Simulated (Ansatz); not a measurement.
# BN: the cost of one run

Computed with Ansatz 0.2.0 (DFT r2SCAN, scalar-relativistic, plane waves, PAW, unless a step's input says otherwise).

2 further runs of the same task are left out: 2 set aside as unsound or not needed.

### Step 1. The starting structure

Symmetry: F-43m, No. 216, cubic system. The conventional cell has a = 3.610 Å, b = 3.610 Å, c = 3.610 Å, α = 90.00°, β = 90.00°, γ = 90.00°. B (site symmetry -43m) is surrounded by 4 N at 1.56 Å. Around N (site symmetry -43m) lie 4 B at 1.56 Å.

As a file:

```cif
data_structure
_symmetry_space_group_name_H-M 'P 1'
_symmetry_Int_Tables_number 1
_cell_length_a 2.5524
_cell_length_b 2.5524
_cell_length_c 2.5524
_cell_angle_alpha 60.000
_cell_angle_beta 60.000
_cell_angle_gamma 60.000
_cell_volume 11.76
loop_
_atom_site_label
_atom_site_type_symbol
_atom_site_fract_x
_atom_site_fract_y
_atom_site_fract_z
_atom_site_occupancy
B1 B 0.00000 0.00000 0.00000 1
N1 N 0.75000 0.75000 0.75000 1
```

It goes back to an entry of the Materials Project.

This cell was relaxed beforehand with the same method: volume 5.88 Å³/atom, gap on the mesh 5.00 eV.

### Step 2. Building the zigzag chain

A free-standing chain of the crystal's atoms, periodic along c. Atoms and period relax; energies count from the bulk, -272.0033 eV an atom.

The cell holds 1 B, 1 N: a = 9.600 Å, b = 9.300 Å, c = 2.532 Å, α = 90.00°, β = 90.00°, γ = 90.00°.

### Step 3. Relaxing it

Pressure and volume refer to the whole cell with its vacuum; only the period along c may change.

input.yaml

```yaml
crystal:
  lattice:
    - [9.6, 0.0, 0.0]
    - [0.0, 9.3, 0.0]
    - [0.0, 0.0, 2.5320835888]
  atoms:
    - { symbol: B, position: [0.4670301616, 0.5, 0.0], spin: 0.5 }
    - { symbol: "N", position: [0.5329698384, 0.5, 0.5], spin: 0.5 }
basis:
  ecutwfc: 500
kpoints:
  mp_grid: { grid: [1, 1, 25] }
hamiltonian:
  xc: r2scan
scf:
  occupations: { method: gaussian, width: 0.05 }
output:
  forces: true
  stress: true
  eigenvalues: true
  populations: true
  write_density: true
  write_potential: true
  elf: true
  volumetric_format: npy
magnetization:
  spin_polarized: true
relax:
  adjacent_minimum: "off"
  f_tol: 0.01
  max_steps: 45
  cell: { fix: [a, b, alpha, beta, gamma], stress_tol: 0.03 }
```

Run with:

```console
$ ansatz run input.yaml --threads 2 --pin off --max-ram 5120MiB --backend cpu --events-out ev --progress --plain --runs-dir out
```

Q: Estimate wall time and peak memory on 2 threads of Intel Xeon at 2.50GHz (Skylake/Cascade Lake), shared host.

About 7.7 min, with a peak of 0.91 GiB.
